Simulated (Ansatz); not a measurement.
# InSb: a line through an energy map

Aim: follow the energy of InSb (I-4m2, No. 119; 2 atoms in the cell) along one coordinate, lattice constant a (and b), with the other held at lattice constant c = 3.365 Å.

Program: Ansatz 0.2.0. Level of theory: DFT PBE, scalar-relativistic, plane waves, PAW. These are calculated values, not measurements.

17 further runs of the same task are left out: 17 set aside as unsound or not needed.

### 1 The starting structure

Symmetry: I-4m2, No. 119, tetragonal system. The conventional cell has a = 5.916 Å, b = 5.916 Å, c = 3.236 Å, α = 90.00°, β = 90.00°, γ = 90.00°. Around In (site symmetry -4m2) lie 4 Sb at 3.07 Å and 2 In at 3.24 Å. Sb (site symmetry -4m2) is surrounded by 4 In at 3.07 Å and 2 Sb at 3.24 Å.

Coordinates:

```
CELL_PARAMETERS angstrom
-2.95816 2.95816 1.61775
2.95816 -2.95816 1.61775
2.95816 2.95816 -1.61775
ATOMIC_POSITIONS crystal
In 0.25000 0.75000 0.50000
Sb 0.00000 0.00000 0.00000
```

It goes back to an entry of the Materials Project, which need not be the stable form.

This cell was relaxed beforehand with the same method: volume 28.31 Å³/atom, gap on the mesh none (metal).

### 2 The scan

The energy is mapped over the lattice constants a and c of the conventional cell.

- lattice constant a (and b): 7 values from 5.620 to 6.212 Å
- lattice constant c: 7 values from 2.847 to 3.624 Å

Nothing else is relaxed (symmetry fixes all fractional coordinates). Energies count from the relaxed crystal. Points are written as (first, second).

### 3 Grid point (5.620 Å, 3.365 Å)

input.yaml reads:

```yaml
crystal:
  lattice:
    - [-2.81025, 2.81025, 1.68245]
    - [2.81025, -2.81025, 1.68245]
    - [2.81025, 2.81025, -1.68245]
  atoms:
    - { symbol: In, position: [0.25, 0.75, 0.5] }
    - { symbol: Sb, position: [0.0, 0.0, 0.0] }
basis:
  ecutwfc: 420
kpoints:
  mp_grid: { grid: [16, 16, 16] }
hamiltonian:
  xc: pbe
  pseudopotentials: { kind: paw, azcp: { folder: soft_1 } }
scf:
  occupations: { method: gaussian, width: 0.15 }
output:
  forces: true
  stress: true
  eigenvalues: true
```

The run is started by

```console
> ansatz run input.yaml --threads 1 --pin off --max-ram 2048MiB --backend cpu --events-out ev --progress --plain --runs-dir out
```

What it wrote (excerpt; [...] marks lines left out):

```text
Warning: RAYON_NUM_THREADS=1 ignored (pool sized by the plan → 1); use --threads N
[...]
Pseudopotentials: kind: paw
Pseudopotential: In, paw, valence charge 13, recommended cutoff 420 eV (normal), <dir>
Pseudopotential: Sb, paw, valence charge 15, recommended cutoff 420 eV (normal), <dir>
Functional definition: PBE
[...]
Crystal: 2 atoms, lattice volume = 53.149 Å³
Basis set: ecut = 420 eV, 1053 PW (Γ), exchange–correlation on 60×60×60 points (8 copies of the dense FFT grid, shifted against one another)
Bands: 18, of which v1, the nominal top of the filled ones, is band 14 counted from 1 (13 counted from 0)
Symmetry: 8 space group operations
Space group: I-4m2 (ITA 119), of the structure as read, at distance tolerance 3.8e-5 Å
k-points: 349 of 4096 (time reversal used)
[...]
SCF iter   1: F=—  HF=-12082.424207 eV  |F-HF|=—  |Δ(HF+E_count)|=         —  Δρ=1.84e-2  dr2=1.68e-1  ethr=3.10e-3  ⟨swp⟩=5.8  Hψ=32582  notcnv=0
[...]
SCF iter   7: F=-12082.389079 eV  HF=-12082.389079 eV  |F-HF|=6.10e-9  |Δ(HF+E_count)|=   1.30e-7  Δρ=5.55e-6  dr2=2.64e-8  ethr=3.57e-10  ⟨swp⟩=7.4  Hψ=31850  notcnv=0
[...]
SCF converged after 7 iterations
Free energy (F): -12082.389079 eV
[...]
E sigma→0 (E₀):  -12082.384554 eV
Entropy (-TS):   -0.009051 eV (-4.526 meV/atom)
Fermi energy:    11.006037 eV
[...]
--- Forces (eV/Å), atoms counted from 1 ---
  atom   1  In     0.00000000     0.00000000     0.00000000
  atom   2  Sb    -0.00000000     0.00000000    -0.00000000
[...]
--- Stress (GPa, compression-positive) ---
        6.082116       0.000000       0.000000
        0.000000       6.082116       0.000000
        0.000000       0.000000       0.771681
  P = ⅓ Tr σ = 4.3120 GPa (43.120 kbar)
--- Band table (eV; the first three rows and the last of 349) ---
  k-point 0: bands = ["-18.0434", "-17.9884", "-17.9884", "-17.9792", "-17.9692", "-3.8400", "-3.6792", "-3.6778", "-3.6130", "-3.6130", "-0.7034", "8.6551", "9.1186", "9.1186", "14.5040", "14.7159", "18.1652", "18.1652"]
[...]
```

Run time: 13 s. Hardware: 1 thread of Intel Xeon 6975P-C (Granite Rapids), shared host; peak memory 0.66 GiB.

On the map this point reads 49 meV/atom.

### 4 Point (5.719 Å, 3.365 Å)

Edit input.yaml of step 3 so:

```diff
@@ -2,5 +2,5 @@
   lattice:
-    - [-2.81025, 2.81025, 1.68245]
-    - [2.81025, -2.81025, 1.68245]
-    - [2.81025, 2.81025, -1.68245]
+    - [-2.85955, 2.85955, 1.68245]
+    - [2.85955, -2.85955, 1.68245]
+    - [2.85955, 2.85955, -1.68245]
   atoms:
@@ -21 +21,5 @@
   eigenvalues: true
+  write_density: true
+  write_potential: true
+  elf: true
+  volumetric_format: npy
```

The run is started by

```console
> ansatz run input.yaml --threads 1 --pin off --max-ram 2048MiB --backend cpu --events-out ev --progress --plain --runs-dir out
```

What it wrote (excerpt; [...] marks lines left out):

```text
Warning: RAYON_NUM_THREADS=1 ignored (pool sized by the plan → 1); use --threads N
[...]
[... 4 set-up lines as earlier in the session ...]
[...]
Crystal: 2 atoms, lattice volume = 55.030 Å³
Basis set: ecut = 420 eV, 1093 PW (Γ), exchange–correlation on 60×60×60 points (8 copies of the dense FFT grid, shifted against one another)
Bands: 18, of which v1, the nominal top of the filled ones, is band 14 counted from 1 (13 counted from 0)
[... 2 set-up lines as earlier in the session ...]
k-points: 349 of 4096 (time reversal used)
[...]
SCF iter   1: F=—  HF=-12082.482239 eV  |F-HF|=—  |Δ(HF+E_count)|=         —  Δρ=1.77e-2  dr2=1.71e-1  ethr=3.10e-3  ⟨swp⟩=5.8  Hψ=32286  notcnv=0
[...]
SCF iter   7: F=-12082.443683 eV  HF=-12082.443683 eV  |F-HF|=6.06e-9  |Δ(HF+E_count)|=   1.66e-7  Δρ=5.72e-6  dr2=3.00e-8  ethr=3.57e-10  ⟨swp⟩=11.4  Hψ=51562  notcnv=0
[...]
SCF converged after 7 iterations
Free energy (F): -12082.443683 eV
[...]
E sigma→0 (E₀):  -12082.439215 eV
Entropy (-TS):   -0.008936 eV (-4.468 meV/atom)
Fermi energy:    10.453032 eV
[...]
--- Forces (eV/Å), atoms counted from 1 ---
  atom   1  In     0.00000000     0.00000000     0.00000000
  atom   2  Sb    -0.00000000     0.00000000    -0.00000000
[...]
--- Stress (GPa, compression-positive) ---
        3.304733       0.000000       0.000000
        0.000000       3.304733       0.000000
        0.000000       0.000000      -0.531825
  P = ⅓ Tr σ = 2.0259 GPa (20.259 kbar)
--- Band table (eV; the first three rows and the last of 349) ---
  k-point 0: bands = ["-18.5444", "-18.4886", "-18.4886", "-18.4752", "-18.4673", "-4.3205", "-4.1546", "-4.1523", "-4.0931", "-4.0931", "-0.9934", "7.8512", "8.6062", "8.6062", "13.9474", "14.2134", "17.3814", "17.3814"]
[...]
```

Run time: 18 s. Hardware: 1 thread of Intel Xeon 6975P-C (Granite Rapids), shared host; peak memory 0.64 GiB.

The maps below are laid out on this run's own conventional cell (a, b, c = 5.719, 5.719, 3.365 Å).

Density in a lattice plane of the grid's cell (edges 5.72 and 3.36 Å, at 0.000 of the third edge), which holds In and Sb.

Ten even steps from '0' (0.08 e/Å³) to '9' (15.73 e/Å³):
```
753100000012221000000135
321000000124542100000012
000000000135653100000000
000000000124542100000000
000000000012221000000000
000000000000000000000000
000000000000000000000000
000000000000000000000000
000000000000000000000000
321000000000000000000012
753100000000000000000135
974100000000000000000147
```
Columns run along the first of these edges and rows up along the second, over one cell in 24 and 12 even steps from the bottom left corner. Atoms in the plane (fractional): In at (0.50, 0.75), Sb at (0.00, 0.00).

ELF in the same plane.

Ten even steps from ' ' (0.01) to '@' (0.58):
```
    ::++##@@@@**====--::..::--====**@@@@##++::..
::--==**%%@@%%++==--..      ..--==++%%@@%%**==--
****##%%@@@@**====--          --====**@@@@%%##**
####%%%%%%##++====--..      ..--====++##%%%%%%##
######**++==========--::..::--==========++**####
****++==--::::----==============----::::--==++**
######++==::::::----==========----::::::==++####
########**==--::::--==========--::::--==**######
******##%%##++------==========------++##%%##****
::--==**##%%##**==================**##%%##**==--
  ..::++##@@@@##++==============++##@@@@##++::  
::  ..==##@@@@##++==============++##@@@@##==..  
```
Columns run along the first of these edges and rows up along the second, over one cell in 24 and 12 even steps from the bottom left corner. Atoms in the plane (fractional): In at (0.50, 0.75), Sb at (0.00, 0.00).

Both are smooth fields of the valence electrons: close to the nuclei they are not physical.

Maxima of ELF outside the ion cores: 0.59 on the Sb–In line, 1.3 Å from Sb.

Energy on the map's scale: 22 meV/atom.

### 5 The run at (6.015 Å, 3.365 Å)

Edit input.yaml of step 4 so:

```diff
@@ -2,5 +2,5 @@
   lattice:
-    - [-2.85955, 2.85955, 1.68245]
-    - [2.85955, -2.85955, 1.68245]
-    - [2.85955, 2.85955, -1.68245]
+    - [-3.00745, 3.00745, 1.68245]
+    - [3.00745, -3.00745, 1.68245]
+    - [3.00745, 3.00745, -1.68245]
   atoms:
@@ -21,5 +21 @@
   eigenvalues: true
-  write_density: true
-  write_potential: true
-  elf: true
-  volumetric_format: npy
```

The run is started by

```console
> ansatz run input.yaml --threads 1 --pin off --max-ram 2048MiB --backend cpu --events-out ev --progress --plain --runs-dir out
```

What it wrote (excerpt; [...] marks lines left out):

```text
Warning: RAYON_NUM_THREADS=1 ignored (pool sized by the plan → 1); use --threads N
[...]
[... 4 set-up lines as earlier in the session ...]
[...]
Crystal: 2 atoms, lattice volume = 60.869 Å³
Basis set: ecut = 420 eV, 1173 PW (Γ), exchange–correlation on 64×64×64 points (8 copies of the dense FFT grid, shifted against one another)
Bands: 18, of which v1, the nominal top of the filled ones, is band 14 counted from 1 (13 counted from 0)
[... 1 set-up line as earlier in the session ...]
Space group: I-4m2 (ITA 119), of the structure as read, at distance tolerance 3.9e-5 Å
k-points: 349 of 4096 (time reversal used)
[...]
SCF iter   1: F=—  HF=-12082.494446 eV  |F-HF|=—  |Δ(HF+E_count)|=         —  Δρ=1.59e-2  dr2=1.84e-1  ethr=3.10e-3  ⟨swp⟩=5.8  Hψ=31854  notcnv=0
[...]
SCF iter   7: F=-12082.446930 eV  HF=-12082.446930 eV  |F-HF|=6.76e-8  |Δ(HF+E_count)|=   7.04e-8  Δρ=9.29e-6  dr2=6.30e-8  ethr=3.57e-10  ⟨swp⟩=7.5  Hψ=32365  notcnv=0
[...]
SCF converged after 7 iterations
Free energy (F): -12082.446930 eV
[...]
E sigma→0 (E₀):  -12082.442162 eV
Entropy (-TS):   -0.009537 eV (-4.768 meV/atom)
Fermi energy:    8.982557 eV
[...]
--- Forces (eV/Å), atoms counted from 1 ---
  atom   1  In    -0.00000000     0.00000000     0.00000000
  atom   2  Sb    -0.00000000     0.00000000     0.00000000
[...]
--- Stress (GPa, compression-positive) ---
       -2.413130       0.000000       0.000000
        0.000000      -2.413130       0.000000
        0.000000       0.000000      -3.161214
  P = ⅓ Tr σ = -2.6625 GPa (-26.625 kbar)
--- Band table (eV; the first three rows and the last of 349) ---
  k-point 0: bands = ["-19.9143", "-19.8572", "-19.8572", "-19.8350", "-19.8316", "-5.6603", "-5.4801", "-5.4772", "-5.4320", "-5.4320", "-1.8030", "5.7199", "7.2372", "7.2372", "12.4636", "12.8569", "15.1547", "15.1547"]
[...]
```

Wall time 15 s (1 thread of Intel Xeon 6975P-C (Granite Rapids), shared host); peak memory 0.7 GiB.

On the map this point reads 20 meV/atom.

### 6 The run at (6.114 Å, 3.365 Å)

Edit input.yaml of step 5 so:

```diff
@@ -2,5 +2,5 @@
   lattice:
-    - [-3.00745, 3.00745, 1.68245]
-    - [3.00745, -3.00745, 1.68245]
-    - [3.00745, 3.00745, -1.68245]
+    - [-3.05675, 3.05675, 1.68245]
+    - [3.05675, -3.05675, 1.68245]
+    - [3.05675, 3.05675, -1.68245]
   atoms:
```

The run is started by

```console
> ansatz run input.yaml --threads 1 --pin off --max-ram 2048MiB --backend cpu --events-out ev --progress --plain --runs-dir out
```

What it wrote (excerpt; [...] marks lines left out):

```text
Warning: RAYON_NUM_THREADS=1 ignored (pool sized by the plan → 1); use --threads N
[...]
[... 4 set-up lines as earlier in the session ...]
[...]
Crystal: 2 atoms, lattice volume = 62.881 Å³
Basis set: ecut = 420 eV, 1253 PW (Γ), exchange–correlation on 64×64×64 points (8 copies of the dense FFT grid, shifted against one another)
Bands: 18, of which v1, the nominal top of the filled ones, is band 14 counted from 1 (13 counted from 0)
[... 1 set-up line as earlier in the session ...]
Space group: I-4m2 (ITA 119), of the structure as read, at distance tolerance 4.0e-5 Å
k-points: 349 of 4096 (time reversal used)
[...]
SCF iter   1: F=—  HF=-12082.459140 eV  |F-HF|=—  |Δ(HF+E_count)|=         —  Δρ=1.55e-2  dr2=1.92e-1  ethr=3.10e-3  ⟨swp⟩=5.8  Hψ=31729  notcnv=0
[...]
SCF iter   7: F=-12082.409139 eV  HF=-12082.409139 eV  |F-HF|=3.22e-9  |Δ(HF+E_count)|=   2.93e-7  Δρ=6.40e-6  dr2=3.86e-8  ethr=3.57e-10  ⟨swp⟩=7.2  Hψ=31064  notcnv=0
[...]
SCF converged after 7 iterations
Free energy (F): -12082.409139 eV
[...]
E sigma→0 (E₀):  -12082.404270 eV
Entropy (-TS):   -0.009739 eV (-4.870 meV/atom)
Fermi energy:    8.536148 eV
[...]
--- Forces (eV/Å), atoms counted from 1 ---
  atom   1  In     0.00000000     0.00000000     0.00000000
  atom   2  Sb    -0.00000000     0.00000000     0.00000000
[...]
--- Stress (GPa, compression-positive) ---
       -3.561442       0.000000       0.000000
        0.000000      -3.561442       0.000000
        0.000000       0.000000      -3.819118
  P = ⅓ Tr σ = -3.6473 GPa (-36.473 kbar)
--- Band table (eV; the first three rows and the last of 349) ---
  k-point 0: bands = ["-20.3305", "-20.2729", "-20.2729", "-20.2483", "-20.2459", "-6.0737", "-5.8896", "-5.8868", "-5.8454", "-5.8454", "-2.0559", "5.0932", "6.8304", "6.8304", "12.0235", "12.4490", "14.4636", "14.4636"]
[...]
```

Run time: 14 s. Hardware: 1 thread of Intel Xeon 6975P-C (Granite Rapids), shared host; peak memory 0.71 GiB.

On the map this point reads 39 meV/atom.

### 7 Point (6.212 Å, 3.365 Å)

Edit input.yaml of step 6 so:

```diff
@@ -2,5 +2,5 @@
   lattice:
-    - [-3.05675, 3.05675, 1.68245]
-    - [3.05675, -3.05675, 1.68245]
-    - [3.05675, 3.05675, -1.68245]
+    - [-3.10605, 3.10605, 1.68245]
+    - [3.10605, -3.10605, 1.68245]
+    - [3.10605, 3.10605, -1.68245]
   atoms:
```

The run is started by

```console
> ansatz run input.yaml --threads 1 --pin off --max-ram 2048MiB --backend cpu --events-out ev --progress --plain --runs-dir out
```

What it wrote (excerpt; [...] marks lines left out):

```text
Warning: RAYON_NUM_THREADS=1 ignored (pool sized by the plan → 1); use --threads N
[...]
[... 4 set-up lines as earlier in the session ...]
[...]
Crystal: 2 atoms, lattice volume = 64.926 Å³
Basis set: ecut = 420 eV, 1277 PW (Γ), exchange–correlation on 64×64×64 points (8 copies of the dense FFT grid, shifted against one another)
Bands: 18, of which v1, the nominal top of the filled ones, is band 14 counted from 1 (13 counted from 0)
[... 2 set-up lines as earlier in the session ...]
k-points: 349 of 4096 (time reversal used)
[...]
SCF iter   1: F=—  HF=-12082.409538 eV  |F-HF|=—  |Δ(HF+E_count)|=         —  Δρ=1.51e-2  dr2=1.97e-1  ethr=3.10e-3  ⟨swp⟩=5.8  Hψ=31623  notcnv=0
[...]
SCF iter   7: F=-12082.357411 eV  HF=-12082.357411 eV  |F-HF|=5.91e-9  |Δ(HF+E_count)|=   3.22e-7  Δρ=6.69e-6  dr2=4.37e-8  ethr=3.57e-10  ⟨swp⟩=7.2  Hψ=31258  notcnv=0
[...]
SCF converged after 7 iterations
Free energy (F): -12082.357411 eV
[...]
E sigma→0 (E₀):  -12082.352656 eV
Entropy (-TS):   -0.009510 eV (-4.755 meV/atom)
Fermi energy:    8.108156 eV
[...]
--- Forces (eV/Å), atoms counted from 1 ---
  atom   1  In     0.00000000     0.00000000    -0.00000000
  atom   2  Sb    -0.00000000     0.00000000    -0.00000000
[...]
--- Stress (GPa, compression-positive) ---
       -4.518876       0.000000       0.000000
        0.000000      -4.518876       0.000000
        0.000000       0.000000      -4.282326
  P = ⅓ Tr σ = -4.4400 GPa (-44.400 kbar)
--- Band table (eV; the first three rows and the last of 349) ---
  k-point 0: bands = ["-20.7266", "-20.6690", "-20.6690", "-20.6435", "-20.6419", "-6.4728", "-6.2856", "-6.2831", "-6.2446", "-6.2446", "-2.3014", "4.5034", "6.4450", "6.4450", "11.6069", "12.0620", "13.7992", "13.7992"]
[...]
```

Run time: 15 s. Hardware: 1 thread of Intel Xeon 6975P-C (Granite Rapids), shared host; peak memory 0.72 GiB.

That is 65 meV/atom from the zero.

### 8 The line in numbers

```
lattice constant a (and b) (Å)  step  energy (meV/atom)  slope (meV/atom per Å)  pressure (GPa)
                         5.620     3                 49                    −359             4.3
                         5.719     4                 22                    −198             2.0
                         5.818     –                  9                     −58             0.1
                         5.916     –                 10                      59            −1.4
                         6.015     5                 20                     152            −2.7
                         6.114     6                 39                     229            −3.6
                         6.212     7                 65                     295            −4.4
```

Energies count from the relaxed crystal. Rows without a step come from runs not printed here or follow by symmetry. Slopes come from the forces (and the stress, where the cell changes), not from differences of energies.

**Reading.** The lowest point of the line is at 5.818 Å, 9 meV/atom from the zero. A fit to energies and slopes at the lowest point and its two neighbours puts the minimum at 5.8641 Å, with a curvature of about 1200 meV/atom per Å². The highest point computed, at 6.212 Å, lies 56 meV/atom above the lowest. This is one cut through a surface in two coordinates; the map's lowest point lies off it. Spin-orbit coupling is left out for Sb.
